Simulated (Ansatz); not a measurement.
`C=CCCCCCC` + `C=CCC` → `C=CCCCCCCCC` + `C=C`  (formal exchange of groups at a C–C bond)

Gas-phase electronic energies from Ansatz, PBE0-D4/def2-TZVP geometries. CBS: MP2 limit from def2 TZ/QZ plus the TZ coupled-cluster correction, frozen cores. This one scheme is used for every species. Functionals use def2-TZVPP. One conformer a species, not always the lowest.

CCSD(T)/CBS gives +22.3 kJ/mol.

**Question.** Another level gave +25.8 kJ/mol. Which?
A. CCSD(T)/def2-TZVPP
B. PBE0-D4/def2-TZVPP
C. r2SCAN/def2-TZVPP
D. HF/def2-TZVPP

**Answer.** B. PBE0-D4 25.8, r2SCAN 31.1, CCSD(T)/def2-TZVPP 21.8, HF/def2-TZVPP 42.2 kJ/mol.

Largest T1 diagnostic among the species: 0.011.

In def2-TZVPP, CCSD(T) changes the Hartree–Fock value by −20.5 kJ/mol (the triples alone add −2.6 kJ/mol) and MP2 by −19.6 kJ/mol. The D4 term adds −13.7 kJ/mol with B3LYP and −9.1 kJ/mol with PBE0; it sums over pairs of atoms, weighted by their polarisabilities, and B3LYP, whose exchange is more repulsive, gets the larger term.

B3LYP here is the variant with VWN-RPA as its local correlation; programs differ in this.

CCSD(T)/CBS has its own doubt, a few kJ/mol and more with outer-core shells, so smaller differences from it don't rank the levels.
